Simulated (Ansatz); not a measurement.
# TiO2: the cost of one run

Program: Ansatz 0.2.0. Level of theory: DFT PBE, scalar-relativistic. These are calculated values, not measurements.

### 1 Starting point

Symmetry: I4_1/amd, No. 141, tetragonal system. The conventional cell has a = 3.785 Å, b = 3.785 Å, c = 9.514 Å, α = 90.00°, β = 90.00°, γ = 90.00°. Around Ti (site symmetry -4m2) lie 6 O at 1.94 to 1.97 Å. O (site symmetry 2mm) has 3 Ti at 1.94 to 1.97 Å as nearest neighbours.

Structure file:

```
CELL_PARAMETERS angstrom
-1.89250 1.89250 4.75700
1.89250 -1.89250 4.75700
1.89250 1.89250 -4.75700
ATOMIC_POSITIONS crystal
Ti 0.00000 0.00000 0.00000
Ti 0.75000 0.25000 0.50000
O 0.20660 0.20660 0.00000
O 0.95660 0.45660 0.50000
O 0.54340 0.04340 0.50000
O 0.79340 0.79340 0.00000
```

Atoms are numbered in the order of the input: Ti1, Ti2, O3, O4, O5, O6.

### 2 Volume × 0.94, LAPW

Input file input.yaml:

```yaml
crystal:
  lattice:
    - [-1.8538667107, 1.8538667107, 4.6598911192]
    - [1.8538667107, -1.8538667107, 4.6598911192]
    - [1.8538667107, 1.8538667107, -4.6598911192]
  atoms:
    - { symbol: Ti, position: [0.0, 0.0, 0.0] }
    - { symbol: Ti, position: [0.75, 0.25, 0.5] }
    - { symbol: O, position: [0.2066, 0.2066, 0.0] }
    - { symbol: O, position: [0.9566, 0.4566, 0.5] }
    - { symbol: O, position: [0.5434, 0.0434, 0.5] }
    - { symbol: O, position: [0.7934, 0.7934, 0.0] }
kpoints:
  mp_grid: { grid: [13, 13, 13] }
  band_path:
    path:
      - [0.0, 0.0, 0.0]
      - [0.0, 0.0, 0.5]
      - [0.25, 0.25, 0.25]
      - [0.0, 0.5, 0.0]
      - [0.0, 0.0, 0.0]
      - [0.5, 0.5, -0.5]
      - [0.289568126, 0.710431874, -0.289568126]
      - [-0.289568126, 0.289568126, 0.289568126]
      - [0.0, 0.0, 0.0]
    npoints: 5
scf:
  occupations: { method: fermi_dirac, width: 0.08 }
hamiltonian:
  xc: pbe
  pseudopotentials: { kind: all_electron, lapw: { basis_error: 0.001 } }
output:
  forces: true
  stress: true
  eigenvalues: true
```

Started as:

```
ansatz run input.yaml --threads 2 --pin off --max-ram 6144MiB --backend cpu --events-out ev --progress --plain --runs-dir out
```

**Question.** How long does this run take on 2 threads of Intel Xeon 6975P-C (Granite Rapids), shared host, and how much memory does it need?

About 91 s, with a peak of 1.9 GiB.
